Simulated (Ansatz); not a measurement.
## SiC, space group F-43m: a projected density of states

Program: Ansatz 0.2.0 through its Python package.

The script, `sic_pdos.py`:
```python
from collections import Counter
import json

import ansatz
import numpy as np

XC = "PBEsol"
SMEARING = "fixed"
EXTRA_BANDS = 10


def main() -> None:
    crystal = (
        ansatz.Lattice.from_parameters(3.081571, 3.081571, 3.081571, alpha=60.0, beta=60.0, gamma=60.0)
        .atom("Si", [0.0, 0.0, 0.0])
        .atom("C", [0.25, 0.25, 0.25])
    )

    calculation = (
        crystal.calculation()
        .kpoints(8)
        .functional(XC)
        .occupations(SMEARING)
        .scf(extra_bands=EXTRA_BANDS)
        .density_of_states(projected=True, method="smearing", broadening_width=0.15, energy_step=0.1)
    )
    outcome = calculation.run(events_out="events.ndjson")
    data = outcome.report
    with open("events.ndjson") as stream:
        kinds = Counter(json.loads(line)["event"] for line in stream)
    print("events:", {kind: kinds[kind] for kind in ("scf_iter", "scf_done", "notice", "finished")})

    dos = outcome.density_of_states()
    energy = np.asarray(dos.energies_ev) - dos.fermi_ev
    curves = {}
    for site in outcome.projected_density_of_states().sites:
        for shell in site.shells:
            weight = sum(np.sum(curve.g_bin_mean_per_ev, axis=0) for curve in shell.curves)
            name = f"{site.species} {shell.label}"
            curves[name] = curves.get(name, 0) + weight

    step = energy[1] - energy[0]
    windows = [(-8, -4), (-4, 0), (0, 4)]
    print("states by shell in windows of E - E_F (eV):", windows)
    for name, g in curves.items():
        print(f"{name:8s}", " ".join(f"{step * g[(energy >= a) & (energy < b)].sum():8.3f}" for a, b in windows))
    filled = (energy < 0) & (energy > -8)
    for name, g in curves.items():
        if g[filled].sum() * step > 0.5:
            print(f"centre of {name}: {np.average(energy[filled], weights=g[filled]):.2f} eV")


if __name__ == "__main__":
    main()
```

Output of `python sic_pdos.py`:
```text
DeckWarning: basis.ecutwfc = 420 eV, auto-derived from the records' recommended cutoffs: set by Si (normal level)
events: {'scf_iter': 6, 'scf_done': 1, 'notice': 2, 'finished': 1}
states by shell in windows of E - E_F (eV): [(-8, -4), (-4, 0), (0, 4)]
Si 3S       0.394    0.096    0.020
Si 3P       0.558    0.878    0.242
C 2S        0.191    0.075    0.102
C 2P        1.219    2.405    0.074
centre of Si 3P: -3.74 eV
centre of C 2P: -3.42 eV
```
(Warnings from the package without file and line.)

Semilocal gaps usually lie well under measured ones. Under fixed occupations the level called the Fermi level is the highest filled one on the SCF mesh; off the mesh a filled band can lie a little above it. The crystal has a gap of about 1.24 eV on the mesh; density of states inside it is the tail of the broadening. The starting cell is as deposited in a crystallographic database; the results hold for this polymorph, which needn't be the stable one. Curves are summed over the cell's atoms. Only shells that the potentials hold have channels, so projections don't add up to the total, least of all where a shell is missing (p of most metals); heights and places of peaks move with the mesh. The density of states is complete only as far up as bands were computed. A band centre counts only the states inside the window taken. Run time: 1.4 s on 1 thread of Arm Neoverse V2, with other jobs on the host, peak memory 0.31 GiB.
